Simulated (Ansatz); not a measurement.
# 1T-SiSSe monolayer in a perpendicular field, part 2 of 4

Aim: how the 1T-SiSSe monolayer screens a field along its normal, and what the field does to its bands. A positive field points along +c.

Ansatz 0.2.0; plane-wave DFT, LDA, Ansatz PAW (the session's first sound run).

So far. Step 2 (Relaxing the slab): The lattice constant a goes from 3.405 to 3.343 Å.

### Step 3. Atoms held, field 0

A sawtooth potential applies the field, turning back in the middle of the vacuum. With the dipole correction the typed value is the field outside the slab. The induced dipole is small, so the SCF threshold is tight.

The cell differs from the one that the last finished run ended in (c 34.824 → 20.736 Å).

input.yaml

```yaml
crystal:
  lattice:
    - [3.3431803024, 0.0, 0.0]
    - [-1.6715901512, 2.8952790713, 0.0]
    - [0.0, 0.0, 20.736355663]
  atoms:
    - { symbol: Se, position: [0.6666666667, 0.3333333333, 0.4340203335] }
    - { symbol: Si, position: [0.0, 0.0, 0.5036303185] }
    - { symbol: S, position: [0.3333333333, 0.6666666667, 0.5659796665] }
kpoints:
  mp_grid: { grid: [18, 18, 1] }
  band_path:
    path: [[0, 0, 0], [0.5, 0, 0], [0.33333333, 0.33333333, 0], [0, 0, 0]]
    npoints: 16
hamiltonian:
  xc: lda
scf:
  occupations: { method: fermi_dirac, width: 0.02585 }
  convergence: { dr2_threshold: 1.0e-10 }
efield:
  axis: 3
  dipole_correction: true
  ramp_position: 0.97
  ramp_width: 0.06
  amplitude: 0
output:
  dos: { projected: true, e_range: [-6, 5] }
  bader: true
  write_potential: true
  write_density: true
  volumetric_format: npy
  elf: true
```

Launch:

```console
> ansatz run input.yaml --threads 2 --pin off --max-ram 3072MiB --backend cpu --events-out ev --progress --plain --runs-dir out
```

Numbers of over 12 decimals in the logs are rounded to 6 here.

The log of the run:

```text
[...]
Crystal: 3 atoms, lattice volume = 200.716 Å³
Basis set: ecut = 420 eV, 4017 PW (Γ)
Bands: 17, of which v1, the nominal top of the filled ones, is band 13 counted from 1 (12 counted from 0)
Symmetry: 6 space group operations
[...]
k-points: 37 of 324 (time reversal used)
[...]
SCF iter   1: F=—  HF=-6862.792399 eV  |F-HF|=—  |Δ(HF+E_count)|=         —  Δρ=3.22e-3  dr2=5.79e-2  ethr=1.77e-3  p=-0.031 e·Å  D=-2.83e-2 V/Å  ΔV_dip=0.59 eV  dr2_dipole=1.06e-2  V_vac-E_F(+/−)=5.87/5.28 eV  ⟨swp⟩=10.2  Hψ=4742  notcnv=0
efield: sawtooth ramp at fractional position 0.9700 (set: `efield.ramp_position`, or a place that a band, a saddle search or an elastic batch's reference lends), width 0.0600; the density the first Hamiltonian is built on has a dipole p = -0.031 e·Å; the dipole correction subtracts the counter field D = -2.83e-2 V/Å, which shifts the + side's vacuum level by +0.59 eV against the − side's; the planar-averaged density in the ramp window peaks in size at 1.3e-5 e/Å³
[...]
SCF iter   2: F=—  HF=-6862.851427 eV  |F-HF|=—  |Δ(HF+E_count)|=   5.90e-2  Δρ=4.95e-3  dr2=4.69e-1  ethr=2.23e-4  p=0.045 e·Å  D=4.09e-2 V/Å  ΔV_dip=-0.85 eV  dr2_dipole=1.22e-1  V_vac-E_F(+/−)=5.10/5.95 eV  ⟨swp⟩=4.7  Hψ=1536  notcnv=0  recentre
[...]
SCF iter  10: F=-6862.783517 eV  HF=-6862.783517 eV  |F-HF|=4.18e-11  |Δ(HF+E_count)|=  2.36e-11  Δρ=1.51e-7  dr2=3.19e-11  ethr=1.00e-12  p=-0.016 e·Å  D=-1.41e-2 V/Å  ΔV_dip=0.29 eV  dr2_dipole=2.83e-17  V_vac-E_F(+/−)=5.77/5.48 eV  ⟨swp⟩=2.3  Hψ=2633  notcnv=0
SCF 1 converged in 10 iterations: F = -6862.783517 eV  dr2 = 3.19e-11
[...]
NSCF: frozen V_eff on 49 k-points
efield: sawtooth ramp at fractional position 0.9700 (kept from the solve that this one continues, or follows in the run), width 0.0600; the density the first Hamiltonian is built on has a dipole p = -0.016 e·Å; the dipole correction subtracts the counter field D = -1.41e-2 V/Å, which shifts the + side's vacuum level by +0.29 eV against the − side's; the planar-averaged density in the ramp window peaks in size at 7.9e-6 e/Å³
[...]
SCF converged after 10 iterations
Free energy (F): -6862.783517 eV
[...]
Internal energy: -6862.783516 eV  (E = F + TS)
E sigma→0 (E₀):  -6862.783516 eV
Entropy (-TS):   -0.000001 eV (-0.000 meV/atom)
Fermi energy:    -1.744515 eV
Dipole field:    D = -0.014070 V/Å  (p = -0.015607 e·Å, saw-weighted, corrected)
Work function:   Φ+ = 5.7728 eV   Φ− = 5.4811 eV
Levels:          The Fermi level and band energies are counted from a zero that moves with the ramp; work functions are not
[...]
--- Band table (eV; the first three rows and the last of 37) ---
  k-point 0: bands = [... 9 lower, -3.2873, -3.2873, -2.0719, -2.0719, 0.7554, 1.9078, 2.5244, 2.5244]
  k-point 1: bands = [... 9 lower, -3.6181, -3.4199, -2.3686, -2.0444, 1.0033, 2.1514, 2.4556, 2.6088]
  k-point 2: bands = [... 9 lower, -3.7323, -3.6668, -3.0489, -2.0319, 1.2622, 2.1836, 2.8587, 2.9652]
  k-point 36: bands = [... 9 lower, -7.1578, -6.8612, -3.6501, -3.4348, 0.2258, 3.5936, 3.7365, 4.8533]
--- Bader charges: 3 sites ---
  site symbol  charge [e]  shift [e]
     0     Se     -0.8838     0.0089
     1     Si      1.9882     0.0195
     2      S     -1.1044     0.0106
  estimated error of the sums over rays = 5.2e-4 e
```

Run time: 18 s. Hardware: 2 threads of Intel Xeon Platinum 8488C (Sapphire Rapids), shared host; peak memory 0.54 GiB; 35 s of CPU time.

Numbers from this step:

```
dipole along the normal            : -0.01561 e·Å
gap along the path                 : 0.5399 eV
smallest direct gap along the path : 1.361 eV
step between the vacuum levels     : 0.2918 eV
ionisation energy, upper face      : 6.057 eV
electron affinity, upper face      : 5.517 eV
ionisation energy, lower face      : 5.765 eV
gap, the smaller of path and mesh  : 0.5399 eV
```

Running mean over a fixed 2.7 Å (it still follows the layers) of the planar mean; the ramp of the sawtooth is left out. Table of electron's electrostatic potential energy less the Fermi level by z:

```csv
z (Å),electron's electrostatic potential energy less the Fermi level (eV)
3.0,5.48
3.5,5.48
4.0,5.48
4.5,5.48
5.0,5.48
5.5,5.47
6.0,5.43
6.5,5.26
7.0,4.47
7.5,2.84
8.0,0.955
8.5,-1.13
9.0,-3.73
9.5,-6.28
10.0,-7.38
10.5,-7.99
11.0,-7.81
11.5,-6.05
12.0,-3.15
12.5,-0.500
13.0,1.97
13.5,4.24
14.0,5.43
14.5,5.70
15.0,5.76
15.5,5.77
16.0,5.77
16.5,5.77
17.0,5.77
17.5,5.77
```

The density of states has structure finer than the step of the table below, so its rows give means over 0.2 eV, whole bins alone (the curve runs from -6 to 2.24 eV). Peaks (eV: height): -3.52: 4.47, -2.03: 3.13, -1.86: 4.25, -1.70: 7.02, -1.62: 7.79, -1.56: 3.31, -1.20: 5.27.

The density of states by energy, zero at the Fermi level of the run, which the smearing sets inside the gap; means over each step:

```csv
energy (eV),density of states (states/eV a cell)
-5.8,1.02
-5.6,0.661
-5.4,1.24
-5.2,0.995
-5.0,1.02
-4.8,1.19
-4.6,1.41
-4.4,1.35
-4.2,1.38
-4.0,1.44
-3.8,2.19
-3.6,2.36
-3.4,2.32
-3.2,1.09
-3.0,0.897
-2.8,0.840
-2.6,0.717
-2.4,1.53
-2.2,2.00
-2.0,2.49
-1.8,3.65
-1.6,4.17
-1.4,1.94
-1.2,3.21
-1.0,1.52
-0.8,0.961
-0.6,0.812
-0.4,0.935
-0.2,0.0565
0.0,0
0.2,0.0183
0.4,0.344
0.6,0.440
0.8,0.441
1.0,0.490
1.2,0.541
1.4,0.597
1.6,0.657
1.8,0.863
2.0,1.57
```

Projected DOS per atom over height of the atomic layer and energy from the Fermi level. Layers: Se Si S from below.

Ten even steps from '_' (0.02 states/eV) to '@' (1.79 states/eV), each cell a mean:
```
..::..
__..__
__..__
__..__
______
______
______
--____
==__::
##__**
@@__@@
**__**
::__--
..__::
....::
==--**
::::--
::::--
::..::
....::
......
::..::
```
Columns: height of the atomic layer (Å) from 9 to 11.7 (not evenly spaced); rows upwards: energy from the Fermi level (eV) from -5.96 to 2.23.

The electronic bands at the labelled points (eV, zero at the Fermi level of the run, which the smearing sets inside the gap):

```csv
point,band 10,band 11,band 12,band 13,band 14,band 15,band 16,band 17
Γ,-1.54,-1.54,-0.33,-0.33,2.50,3.65,4.27,4.27
halfway,-3.20,-2.90,-1.69,-0.59,1.79,4.39,5.23,5.57
M,-3.68,-3.38,-1.77,-1.10,0.26,3.93,4.49,5.37
halfway,-5.00,-3.79,-1.97,-1.60,1.64,4.83,5.26,5.53
K,-5.41,-5.12,-1.91,-1.69,1.97,5.34,5.48,6.60
halfway,-4.52,-2.53,-2.01,-1.20,2.69,4.47,5.27,5.83
Γ,-1.54,-1.54,-0.33,-0.33,2.50,3.65,4.27,4.27
```

The electronic bands as a text plot (rows in eV, shown from -8.3 to 4.3 only):

```
    4.0 |+++++++     +++++++++++                          +++++++
    3.5 |+                                                      +
    3.0 |  +++++                                      +++++++++
    2.4 |++     +                              +++++++         ++
    1.9 |        +++                +++++++++++
    1.4 |           ++            ++
    0.9 |             +++       ++
    0.3 |                +++++++
   -0.2 |********                                           *****
   -0.7 |  *     ********                                *** ***
   -1.2 |   *            ********            ************ ***
   -1.7 |************************************         ***********
   -2.3 |********                   ***     ***********     *****
   -2.8 |        ***                               *      ***
   -3.3 |    **    ***************              ***      ***
   -3.8 |      *     ***********  ***          *       ***
   -4.4 |       *               **   **      **    ******
   -4.9 |        ***              **   ******  **** ***
   -5.4 |           **              ***********    *
   -5.9 |             ****          ***************
   -6.5 |***********      **********                  ***********
   -7.0 |           **                             ***
   -7.5 |             **                         **
   -8.0 |               **                     **
         Γ                   M           K                      Γ
```

Electrostatic potential energy in the ca plane at fractional y = 0.000, with atoms of Si within 0.2 Å of it. With pseudopotentials it is smooth inside the atoms' cores, unlike the true potential.

Ten even steps from '0' (-31 eV) to '9' (4 eV), each cell a mean:
```
99999999999999999740000689999999999999999999
99999999999999998863114789999999999999999999
99999999999999987777667788999999999999999999
99999999999999876678888777899999999999999999
99999999999999875678888767899999999999999999
99999999999999987777777778999999999999999999
99999999999999988875346789999999999999999999
99999999999999999851002689999999999999999999
99999999999999999730000589999999999999999999
```
Columns run along c (16.0 Å, from fractional 0.15 to 0.92 of the cell; values clipped at the 3rd and 97th percentile), rows up along a (3.3 Å). Atoms in or near the plane, at fractional coordinates: Si at (0.50, 0.00).

ELF in the ca plane at fractional y = 0.000, with atoms of Si within 0.2 Å of it. It is the smooth field of the valence electrons, not physical close to the nuclei.

Ten even steps from '0' (0.00) to '9' (0.76), each cell a mean:
```
00000000000000000001246433552100000000000000
00000000000000000123468756875321000000000000
00000000000000012567888756888764200000000000
00000000000000025799987534799997410000000000
00000000000000025899987424799997410000000000
00000000000000013688888645899875310000000000
00000000000000001345678867886542100000000000
00000000000000000011357534763100000000000000
00000000000000000000145243342000000000000000
```
Columns run along c (16.0 Å, from fractional 0.08 to 0.85 of the cell), rows up along a (3.3 Å). Atoms in or near the plane, at fractional coordinates: Si at (0.50, 0.00).

Valence density in the ca plane at fractional y = 0.000, with atoms of Si within 0.2 Å of it. It is the smooth field of the valence electrons, not physical close to the nuclei.

Ten even steps from '0' (0.00 e/Å³) to '9' (0.51 e/Å³), each cell a mean:
```
00000000000000000001246524642100000000000000
00000000000000000012457767753210000000000000
00000000000000000124677656776420000000000000
00000000000000000137997544688631000000000000
00000000000000000147997434699631000000000000
00000000000000000135787555687521000000000000
00000000000000000013567767764310000000000000
00000000000000000011357645753100000000000000
00000000000000000001246412542100000000000000
```
Columns run along c (16.0 Å, from fractional 0.08 to 0.85 of the cell), rows up along a (3.3 Å). Atoms in or near the plane, at fractional coordinates: Si at (0.50, 0.00).

The gap is 0.54 eV, with the valence edge 6.06 eV and the conduction edge 5.52 eV under the upper vacuum level.

### Step 4. Atoms held, field 0.1 V/Å

Edit input.yaml of step 3 so:

```diff
@@ -24,6 +24,4 @@
   ramp_width: 0.06
-  amplitude: 0
+  amplitude: 0.1
 output:
-  dos: { projected: true, e_range: [-6, 5] }
-  bader: true
   write_potential: true
@@ -31,2 +29 @@
   volumetric_format: npy
-  elf: true
```

The log of the run:

```text
[...]
Crystal: 3 atoms, lattice volume = 200.716 Å³
Basis set: ecut = 420 eV, 4017 PW (Γ)
Bands: 17, of which v1, the nominal top of the filled ones, is band 13 counted from 1 (12 counted from 0)
Symmetry: 6 space group operations
[...]
k-points: 37 of 324 (time reversal used)
[...]
--- Band table (eV; the first three rows and the last of 37) ---
  k-point 0: bands = [... 9 lower, -3.2850, -3.2850, -2.0845, -2.0845, 0.7500, 1.8910, 2.5195, 2.5195]
  k-point 1: bands = [... 9 lower, -3.6198, -3.4185, -2.3802, -2.0561, 0.9978, 2.1320, 2.4441, 2.6040]
  k-point 2: bands = [... 9 lower, -3.7324, -3.6728, -3.0585, -2.0422, 1.2577, 2.1630, 2.8539, 2.9166]
  k-point 36: bands = [... 9 lower, -7.1645, -6.8670, -3.6488, -3.4477, 0.2195, 3.5772, 3.7403, 4.8435]
[key lines of the parts left out:]
SCF converged after 13 iterations
Free energy (F): -6862.783251 eV
Fermi energy:    -1.752603 eV
Dipole field:    D = 0.009280 V/Å  (p = 0.010293 e·Å, saw-weighted, corrected)
```

Run time: 8.7 s. Hardware: 2 threads; peak memory 0.48 GiB.

The dipole is 0.0103 e·Å, 0.0259 e·Å from its value without field, and the gap 0.545 eV.

### Step 5. Atoms held, field -0.1 V/Å

Edit input.yaml of step 4 so:

```diff
@@ -24,3 +24,3 @@
   ramp_width: 0.06
-  amplitude: 0.1
+  amplitude: -0.1
 output:
```

The log of the run:

```text
[...]
Crystal: 3 atoms, lattice volume = 200.716 Å³
Basis set: ecut = 420 eV, 4017 PW (Γ)
Bands: 17, of which v1, the nominal top of the filled ones, is band 13 counted from 1 (12 counted from 0)
Symmetry: 6 space group operations
[...]
k-points: 37 of 324 (time reversal used)
[...]
--- Band table (eV; the first three rows and the last of 37) ---
  k-point 0: bands = [... 9 lower, -3.2905, -3.2905, -2.0602, -2.0602, 0.7587, 1.9218, 2.5284, 2.5284]
  k-point 1: bands = [... 9 lower, -3.6171, -3.4221, -2.3579, -2.0336, 1.0066, 2.1660, 2.4624, 2.6128]
  k-point 2: bands = [... 9 lower, -3.7332, -3.6618, -3.0402, -2.0225, 1.2652, 2.1958, 2.8626, 2.9887]
  k-point 36: bands = [... 9 lower, -7.1521, -6.8562, -3.6523, -3.4228, 0.2312, 3.6087, 3.7313, 4.8617]
[key lines of the parts left out:]
SCF converged after 13 iterations
Free energy (F): -6862.786372 eV
Fermi energy:    -1.737325 eV
Dipole field:    D = -0.037412 V/Å  (p = -0.041498 e·Å, saw-weighted, corrected)
```

Run time: 8.4 s. Hardware: 2 threads; peak memory 0.51 GiB; 16 s of CPU time.

The dipole is -0.0415 e·Å, -0.0259 e·Å from its value without field, and the gap 0.534 eV.

### Step 6. Atoms held, field 0.5 V/Å

Edit input.yaml of step 5 so:

```diff
@@ -24,3 +24,3 @@
   ramp_width: 0.06
-  amplitude: -0.1
+  amplitude: 0.5
 output:
```

The log of the run:

```text
[...]
Crystal: 3 atoms, lattice volume = 200.716 Å³
Basis set: ecut = 420 eV, 4017 PW (Γ)
Bands: 17, of which v1, the nominal top of the filled ones, is band 13 counted from 1 (12 counted from 0)
Symmetry: 6 space group operations
[...]
k-points: 37 of 324 (time reversal used)
[...]
--- Band table (eV; the first three rows and the last of 37) ---
  k-point 0: bands = [... 9 lower, -3.2851, -3.2851, -2.1439, -2.1439, 0.7003, 1.6837, 1.9773, 2.4909]
  k-point 1: bands = [... 9 lower, -3.6347, -3.4227, -2.4351, -2.1116, 0.9435, 1.7833, 2.1680, 2.4374]
  k-point 2: bands = [... 9 lower, -3.7424, -3.7064, -3.1050, -2.0920, 1.2196, 1.8314, 2.3097, 2.8256]
  k-point 36: bands = [... 9 lower, -7.2009, -6.8990, -3.6518, -3.5078, 0.1842, 3.4988, 3.7418, 4.7892]
[key lines of the parts left out:]
SCF converged after 14 iterations
Free energy (F): -6862.808118 eV
Fermi energy:    -1.794017 eV
Dipole field:    D = 0.102887 V/Å  (p = 0.114125 e·Å, saw-weighted, corrected)
```

Elapsed: 11 s, on 2 threads; peak memory 0.51 GiB.

The dipole is 0.114 e·Å, 0.130 e·Å from its value without field, and the gap 0.566 eV.

### Step 7. Atoms held, field -0.3 V/Å

Edit input.yaml of step 6 so:

```diff
@@ -24,4 +24,6 @@
   ramp_width: 0.06
-  amplitude: 0.5
+  amplitude: -0.3
 output:
+  dos: { projected: true, e_range: [-6, 5] }
+  bader: true
   write_potential: true
@@ -29 +31,2 @@
   volumetric_format: npy
+  elf: true
```

The log of the run:

```text
[...]
Crystal: 3 atoms, lattice volume = 200.716 Å³
Basis set: ecut = 420 eV, 4017 PW (Γ)
Bands: 17, of which v1, the nominal top of the filled ones, is band 13 counted from 1 (12 counted from 0)
Symmetry: 6 space group operations
[...]
k-points: 37 of 324 (time reversal used)
[...]
k-point 2: bands = [... 9 lower, -3.7376, -3.6545, -3.0251, -2.0063, 1.2673, 2.1942, 2.8595, 2.8678]
  k-point 36: bands = [... 9 lower, -7.1434, -6.8489, -3.6591, -3.4012, 0.2390, 3.6352, 3.7169, 4.8744]
--- Bader charges: 3 sites ---
  site symbol  charge [e]  shift [e]
     0     Se     -0.8686     0.0088
     1     Si      1.9857     0.0194
     2      S     -1.1171     0.0106
  estimated error of the sums over rays = 5.8e-4 e
[key lines of the parts left out:]
SCF converged after 12 iterations
Free energy (F): -6862.799850 eV
Fermi energy:    -1.725625 eV
Dipole field:    D = -0.084099 V/Å  (p = -0.093285 e·Å, saw-weighted, corrected)
```

It took 19 s on 2 threads; peak memory 0.52 GiB; 37 s of CPU time.

The dipole is -0.0933 e·Å, -0.0777 e·Å from its value without field, and the gap 0.524 eV.

### Step 8. Response, atoms held

This step: plane-wave DFT, LDA, Ansatz PAW; response to a field along the normal, atoms held (Ansatz 0.2.0).

The dipoles give the slope, and the difference of two potentials shows where the field is screened.

This step gave:

| Property | Result |
| --- | --- |
| equivalent conductor thickness p/(ε₀AE) | 4.841 Å |
| distance between the outer atoms | 2.736 Å |

Table of dipole of the cell by applied field:

```csv
applied field (V/Å),dipole of the cell (e·Å)
-0.300,-0.0933
-0.100,-0.0415
0.000,-0.0156
0.100,0.0103
0.500,0.114
```

Local field over the applied field, running mean. From the potentials at -0.1 and 0.1 V/Å; running mean over 2.5 Å. Table of local field over applied field by z:

```csv
z (Å),local field over applied field
4.03,1.000
4.46,0.999
4.90,0.997
5.33,0.991
5.76,0.977
6.19,0.944
6.62,0.878
7.06,0.767
7.49,0.625
7.92,0.470
8.35,0.314
8.78,0.183
9.22,0.109
9.65,0.0773
10.08,0.0590
10.66,0.0643
11.09,0.0954
11.52,0.146
11.95,0.229
12.38,0.360
12.82,0.517
13.25,0.669
13.68,0.805
14.11,0.903
14.54,0.958
14.98,0.983
15.41,0.994
15.84,0.998
16.27,0.999
16.70,1.000
```

Electrons, planar mean, per unit field. Induced electron density against z:

```csv
z (Å),induced electron density (e/Å³ per V/Å)
4.5,4.8e-6
5.0,1.7e-5
5.5,5.5e-5
6.0,1.8e-4
6.5,5.1e-4
7.0,0.00132
7.5,0.00270
8.0,0.00349
8.5,0.00164
9.0,9.7e-4
9.5,2.9e-4
10.0,-0.00174
10.5,3.8e-4
11.0,0.00127
11.5,-9.8e-4
12.0,-0.00128
12.5,-0.00324
13.0,-0.00307
13.5,-0.00159
14.0,-6.2e-4
14.5,-2.1e-4
15.0,-6.6e-5
15.5,-2.0e-5
16.0,-5.5e-6
16.5,-1.5e-6
```

The smaller of the gaps on the path and on the k-mesh, counted as 0 under 0.03 eV. Gap against applied field:

```csv
applied field (V/Å),gap (eV)
-0.300,0.523
-0.100,0.534
0.000,0.540
0.100,0.545
0.500,0.566
```

By hand: between -0.1 and 0.1 V/Å the dipole changes by 0.05179 e·Å, a slope of 0.2590 e·Å²/V. A perfect conductor of thickness t has p = ε₀AEt, so t = 180.95 × 0.2590 / 9.679 = 4.84 Å (e/ε₀ = 180.95 V·Å, A in Å²).

The induced dipole is that of a conductor 4.84 Å thick.

(Continued in part 3 of 4.)

[Logs are printed without paths, hosts, clocks, repeated set-up lines and the standing remarks that a program may print on its own settings, such as how far it seeks lower states.]

[Hosts, paths, dates, database ids (printed as entryN), source tags and the programs' standing remarks are cut or masked in the printed files.]

[Maps of the electrostatic potential energy from Ansatz leave out the sawtooth potential of an applied field or a dipole correction, so their vacuum need not be flat; planar profiles and work functions include it.]

[The density of states shown here was stored with 400 of the rows of the run's finer table, so its peaks can read low, often by over a quarter, or be missed, and its means over a window can be off by a tenth or more.]
